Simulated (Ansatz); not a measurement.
Here is an Ansatz 0.2.0 calculation.

The input input.yaml:

```yaml
crystal:
  lattice:
    - [0.0, 2.82685, 2.82685]
    - [2.82685, 0.0, 2.82685]
    - [2.82685, 2.82685, 0.0]
  atoms:
    - { symbol: As, position: [0.75, 0.75, 0.75] }
    - { symbol: Ga, position: [0.0, 0.0, 0.0] }
kpoints:
  mp_grid: { grid: [8, 8, 8] }
scf:
  occupations: { method: gaussian, width: 0.028 }
hamiltonian:
  xc: pbe
  pseudopotentials: { kind: all_electron, lapw: { basis_error: 0.001 } }
output:
  forces: true
  stress: true
  eigenvalues: true
```

Potentials or basis: all-electron LAPW, scalar-relativistic.

Run with:

```sh
$ ansatz run input.yaml --threads 1 --pin off --max-ram 3072MiB --backend cpu --events-out ev --progress --plain --runs-dir out
```

(1) Predict the pressure.

(2) Estimate the band gap on the k mesh.

Answers

(1) 3.3 GPa.

(2) 0.52 eV, direct.

**Measured values to compare with.**

“Evidence of valence band perturbations in GaAsN/GaAs(001): A combined variable-angle spectroscopic ellipsometry and modulated photoreflectance investigation”, 2008, arxiv:0805.2212 reports, for a bulk crystal of GaAs at 300 K: band gap 1.412 ± 0.01 eV (direct).

Against the measured gap of GaAs, 1.412 eV (direct; 300 K; “Evidence of valence band perturbations in GaAsN/GaAs(001): A combined variable-angle spectroscopic ellipsometry and modulated photoreflectance investigation”, 2008, arxiv:0805.2212), the calculated 0.52 eV is off by -0.89 eV. 3 values of this kind are on record (1.412 to 1.51 eV); this one was drawn at random among those near their median, those with a stated uncertainty first. Spin-orbit coupling on As, Ga is left out. The value is that of PBE on a finite k mesh, which can miss the band edges, without temperature or zero-point motion. Semilocal functionals fall short of measured gaps as a rule.
